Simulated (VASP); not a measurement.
# CaF2 (Fm-3m) in VASP: notebook

The runs below take CaF2 through single point, relaxation of cell and atoms, with r2SCAN.

Everything below comes from runs of VASP 6.6.1. Logs are shortened: lines on timing, memory, paths and dates and some standing lists are left out, and cuts for length are marked.

**1. The structure**

The structure is cubic, space group Fm-3m (No. 225). Conventional cell: a = 5.438 Å, b = 5.438 Å, c = 5.438 Å, α = 90.00°, β = 90.00°, γ = 90.00°. Around Ca (site symmetry m-3m) lie 8 F at 2.35 Å. F (site symmetry -43m) is surrounded by 4 Ca at 2.35 Å.

The cell comes from a database or a generator and needn't be the stable form of this composition.

**2. Single point, r2SCAN**

POSCAR

```
CaF2
1.0
    0.0000000000      2.7189474872      2.7189474872
    2.7189474872      0.0000000000      2.7189474872
    2.7189474872      2.7189474872      0.0000000000
Ca F
1 2
Direct
    0.0000000000      0.0000000000      0.0000000000
    0.7500000000      0.7500000000      0.7500000000
    0.2500000000      0.2500000000      0.2500000000
```

INCAR.step1

```
PREC = Accurate
ENCUT = 520
ISMEAR = 0
SIGMA = 0.02
LREAL = False
LASPH = True
NELM = 100
NBANDS = 19
GGA = PE
ALGO = Normal
EDIFF = 1E-4
LWAVE = True
LCHARG = False
```

INCAR.step2

```
PREC = Accurate
ENCUT = 520
EDIFF = 1E-6
ISMEAR = 0
SIGMA = 0.02
LREAL = False
LASPH = True
NELM = 100
ALGO = Normal
ISIF = 2
LWAVE = False
LCHARG = True
METAGGA = R2SCAN
LMIXTAU = True
LELF = True
LVHAR = True
NBANDS = 19
ISTART = 1
```

KPOINTS

```
Automatic mesh
0
Gamma
  8 8 8
```

Potentials or basis: VASP PAW PBE potentials, release 64 (Ca_sv, F).

On the command line:

```console
$ cat potpaw_PBE.64/Ca_sv/POTCAR potpaw_PBE.64/F/POTCAR > POTCAR
$ cp INCAR.step1 INCAR
$ mpirun -np 1 vasp_std > vasp.out
$ cp INCAR.step2 INCAR
$ mpirun -np 1 vasp_std > vasp.out
```

OUTCAR:

```text
PREC = Accurate
   ENCUT = 520
   EDIFF = 1E-6
   ISMEAR = 0
   LREAL = False
   LASPH = True
   NELM = 100
   ISIF = 2
   METAGGA = R2SCAN
   ISTART = 1

 ion  position               nearest neighbor table
   1  0.000  0.000  0.000-   2 2.35   3 2.35   2 2.35   2 2.35   2 2.35   3 2.35   3 2.35   3 2.35

   2  0.750  0.750  0.750-   1 2.35   1 2.35   1 2.35   1 2.35
   3  0.250  0.250  0.250-   1 2.35   1 2.35   1 2.35   1 2.35

  LATTYP: Found a face centered cubic cell.
 ALAT       =     5.4378949744

  Lattice vectors:

 A1 = (   0.0000000000,   2.7189474872,   2.7189474872)
 A2 = (   2.7189474872,   0.0000000000,   2.7189474872)
 A3 = (   2.7189474872,   2.7189474872,   0.0000000000)

Analysis of symmetry for initial positions (statically):
=====================================================================
 Subroutine PRICEL returns:
 Original cell was already a primitive cell.

 Routine SETGRP: Setting up the symmetry group for a
 face centered cubic supercell.

 Subroutine GETGRP returns: Found 48 space group operations
 (whereof 48 operations were pure point group operations)
 out of a pool of 48 trial point group operations.

The static configuration has the point symmetry O_h .

Analysis of symmetry for dynamics (positions and initial velocities):
=====================================================================
 Subroutine PRICEL returns:
 Original cell was already a primitive cell.

 Routine SETGRP: Setting up the symmetry group for a
 face centered cubic supercell.

 Subroutine GETGRP returns: Found 48 space group operations
 (whereof 48 operations were pure point group operations)
 out of a pool of 48 trial point group operations.

The dynamic configuration has the point symmetry O_h .

 Subroutine INISYM returns: Found 48 space group operations
 (whereof 48 operations are pure point group operations),
 and found     1 'primitive' translations

----------------------------------------------------------------------------------------

                                     Primitive cell

  volume of cell :      40.2006

  direct lattice vectors                    reciprocal lattice vectors
     0.000000000  2.718947487  2.718947487    -0.183894688  0.183894688  0.183894688
     2.718947487  0.000000000  2.718947487     0.183894688 -0.183894688  0.183894688
[... 85 lines left out ...]
   ENCUT  =  520.0 eV  38.22 Ry    6.18 a.u.   7.15  7.15  7.15*2*pi/ulx,y,z
   NELM   =    100;   NELMIN=  2; NELMDL=  0     # of ELM steps
   EDIFF  = 0.1E-05   stopping-criterion for ELM
   LREAL  =      F    real-space projection
   EDIFFG = 0.1E-04   stopping-criterion for IOM
   NSW    =      0    number of steps for IOM
   IBRION =     -1    ionic relax: 0-MD 1-quasi-New 2-CG
   NFREE  =      0    steps in history (QN), initial steepest desc. (CG)
   ISIF   =      2    stress and relaxation
   ISYM   =      2    0-nonsym 1-usesym 2-fastsym
   POTIM  = 0.5000    time-step for ionic-motion
   TEBEG  =    0.0;   TEEND  =   0.0 temperature during run
   PSTRESS=    0.0 pullay stress
   NELECT =      24.0000    total number of electrons
   NUPDOWN=      -1.0000    fix difference up-down
   EMIN   =  10.00;   EMAX   =-10.00  energy-range for DOS
   EFERMI =   0.00;   METHOD = LEGACY
   ISMEAR =     0;   SIGMA  =   0.02  broadening in eV -4-tet -1-fermi 0-gaus
   EFERMI_NEDOS =   21; number of points for ismear=-14 and -15
   IALGO  =     38    algorithm
   IMIX   =      4    mixing-type and parameters
     AMIX     =   0.40;   BMIX     =  1.00
     AMIX_MAG =   1.60;   BMIX_MAG =  1.00
  volume/ion in A,a.u.               =      13.40        90.43
  Fermi-wavevector in a.u.,A,eV,Ry     =   1.378482  2.604953 25.853962  1.900213
  Thomas-Fermi vector in A             =   2.503539
   LORBIT       =      0    0 simple, 1 ext, 2 COOP (PROOUT), +10 PAW based schemes
   METAGGA = R2SCAN    functional components
   LHFCALC =     F    Hartree Fock is set to
   AEXX    =    0.0000 exact exchange contribution
   IVDW    =     0    specifies the selected vdW correction
   LEPSILON=     F    determine dielectric tensor
   LRPA    =     F    only Hartree local field effects (RPA)
 non-spin polarized calculation
 Gauss-broadening in eV      SIGMA  =   0.02
  energy-cutoff  :      520.00
  volume of cell :       40.20
 maximum number of plane-waves:      1106
 NGX is ok and might be reduce to    30
   NGX = 15   NGY = 15   NGZ = 15

 number of electron      23.9999983 magnetization

 Free energy of the ion-electron system (eV)
  ---------------------------------------------------
  ext. energy  EPLUGINS =         0.00000000
  ---------------------------------------------------
  free energy    TOTEN  =       -25.94809891 eV

  energy without entropy =      -25.94809891  energy(sigma->0) =      -25.94809891

 E-fermi :  -1.3403     XC(G=0): -10.3166

 val. band max:       -1.4695809116   @ k =   0.5000   0.5000   0.0000
 cond. band min:       6.5551838738   @ k =   0.0000   0.0000   0.0000
 fundamental gap:      8.0247647855
 Fermi energy:        -1.3403257206

 k-point     1 :       0.0000    0.0000    0.0000
  band No.  band energies     occupation
      1     -38.6554      2.00000
      2     -22.5662      2.00000
      3     -21.7978      2.00000
      4     -18.7184      2.00000
      5     -18.7184      2.00000
      6     -18.7183      2.00000
[... 505 lines left out ...]
      6     -18.3771      2.00000
[... 11 lines left out ...]
     18      11.8203      0.00000
     19      13.9912      0.00000

 [... further k-points ...]

------------------------ aborting loop because EDIFF is reached ----------------------------------------

  FORCE on cell =-STRESS in cart. coord.  units (eV):
  Direction    XX          YY          ZZ          XY          YZ          ZX
  --------------------------------------------------------------------------------------
  -------------------------------------------------------------------------------------
  Total        0.1693728      0.1693728      0.1693728     -0.0000000     -0.0000000     -0.0000000
  in kB        6.7502813      6.7502813      6.7502813     -0.0000000     -0.0000000     -0.0000000
  external PRESSURE =       6.7502813 kB  Pullay stress =       0.0000000 kB

 VOLUME and BASIS-vectors are now :
 -----------------------------------------------------------------------------
  energy-cutoff  :      520.00
  volume of cell :       40.20
      direct lattice vectors                 reciprocal lattice vectors
     0.000000000  2.718947487  2.718947487    -0.183894688  0.183894688  0.183894688
     2.718947487  0.000000000  2.718947487     0.183894688 -0.183894688  0.183894688
     2.718947487  2.718947487  0.000000000     0.183894688  0.183894688 -0.183894688

 POSITION                                       TOTAL-FORCE (eV/Angst)
 -----------------------------------------------------------------------------------
      0.00000      0.00000      0.00000        -0.000000     -0.000000      0.000000
      4.07842      4.07842      4.07842        -0.000000     -0.000000     -0.000000
      1.35947      1.35947      1.35947         0.000000      0.000000      0.000000
 -----------------------------------------------------------------------------------
    total drift:                                0.000000     -0.000000      0.000000

  FREE ENERGIE OF THE ION-ELECTRON SYSTEM (eV)
  ---------------------------------------------------
  free  energy   TOTEN  =       -25.9480989075 eV

  energy  without entropy=      -25.9480989075  energy(sigma->0) =      -25.94809891
```

OUTCAR.step1:

```text
PREC = Accurate
   ENCUT = 520
   ISMEAR = 0
   LREAL = False
   LASPH = True
[... 755 lines left out ...]
      0.00000      0.00000      0.00000         0.000000     -0.000000      0.000000
      4.07842      4.07842      4.07842        -0.000000     -0.000000     -0.000000
      1.35947      1.35947      1.35947         0.000000      0.000000      0.000000
 -----------------------------------------------------------------------------------
    total drift:                                0.000000     -0.000000      0.000000

  FREE ENERGIE OF THE ION-ELECTRON SYSTEM (eV)
  ---------------------------------------------------
  free  energy   TOTEN  =       -17.3174763539 eV

  energy  without entropy=      -17.3174763539  energy(sigma->0) =      -17.31747635
```

It took 45 s on 1 thread of Intel Xeon 6975P-C (Granite Rapids), shared host; peak memory 0.17 GiB.

Results:

* Free energy: -25.9481 eV
* Pressure: 0.7 GPa
* Band gap on the k mesh: 8.02 eV, indirect (least direct gap 8.29 eV)

Caveat: the PAW data sets were made with another functional, which shifts forces and pressure a little. r2SCAN opens gaps a little over a GGA but as a rule still falls short of measured ones.

**3. Relaxation of cell and atoms, r2SCAN**

This run uses another cell than the first one, of 13.99 Å³/atom, 1.044 times its volume.

POSCAR

```
CaF2
1.0
    0.0000000000      2.7580260000      2.7580260000
    2.7580260000      0.0000000000      2.7580260000
    2.7580260000      2.7580260000      0.0000000000
Ca F
1 2
Direct
    0.0000000000      0.0000000000      0.0000000000
    0.7500000000      0.7500000000      0.7500000000
    0.2500000000      0.2500000000      0.2500000000
```

INCAR.step1: that of step 2 with these lines changed.

```diff
@@ -1,3 +1,3 @@
 PREC = Accurate
-ENCUT = 520
+ENCUT = 600
 ISMEAR = 0
@@ -7,3 +7,2 @@
 NELM = 100
-NBANDS = 19
 GGA = PE
```

INCAR.step2

```
PREC = Accurate
ENCUT = 600
EDIFF = 1E-6
ISMEAR = 0
SIGMA = 0.02
LREAL = False
LASPH = True
NELM = 100
ALGO = Normal
ISIF = 3
LWAVE = False
LCHARG = False
METAGGA = R2SCAN
LMIXTAU = True
IBRION = 2
NSW = 70
EDIFFG = -0.02
ISTART = 1
```

KPOINTS

```
regular mesh
0
Gamma
  8 8 8
```

Potentials or basis: VASP PAW PBE potentials, release 64 (Ca_sv, F).

On the command line:

```console
$ cat potpaw_PBE.64/Ca_sv/POTCAR potpaw_PBE.64/F/POTCAR > POTCAR
$ cp INCAR.step1 INCAR
$ mpirun -np 1 vasp_std > vasp.out
$ cp INCAR.step2 INCAR
$ mpirun -np 1 vasp_std > vasp.out
```

Wall time 62 s (1 thread of Intel Xeon 6975P-C (Granite Rapids), shared host); peak memory 0.2 GiB.

It converged, with:

```
Free energy                            : -25.9604 eV
Relaxed volume                         : 13.45 Å³/atom
Relaxed cell                           : a = 3.850 Å, b = 3.850 Å, c = 3.850 Å, α = 60.00°, β = 60.00°, γ = 60.00°
Space group after relaxing (to 0.05 Å) : Fm-3m (No. 225)
Energy gained by relaxing              : 5.1 meV/atom
Ionic steps                            : 2
Pressure after relaxing                : 0.1 GPa
Band gap on the k mesh                 : 8.01 eV, indirect (least direct gap 8.27 eV)
```

The path:
```csv
step,energy change (eV),largest force (eV/Å),pressure (GPa),volume (Å³)
1,0.0000,0.0000,-3.09,41.96
2,-0.0153,0.0000,0.15,40.34
```

Final structure:
```
Ca F
1.0
     0.00000    2.72213    2.72213
     2.72213    0.00000    2.72213
     2.72213    2.72213    0.00000
Ca F
1 2
Direct
  0.00000 0.00000 0.00000
  0.75000 0.75000 0.75000
  0.25000 0.25000 0.25000
```

Levels at points of the mesh, in eV from the valence-band top:
```tsv
k point	band 8	band 9	band 10	band 11	band 12	band 13	band 14	band 15	band 16
(0.00, 0.00, 0.00)	-2.13	-2.13	-0.26	-0.26	-0.26	8.01	10.05	10.05	12.24
(0.50, 0.00, 0.00)	-1.52	-1.28	-1.25	-0.84	-0.84	10.24	10.24	10.73	11.28
(0.50, 0.50, 0.00)	-1.66	-1.66	-0.36	-0.36	0.00	8.78	10.50	10.99	11.86
```

Caveat: the PAW data sets were made with another functional, which shifts forces and pressure a little.
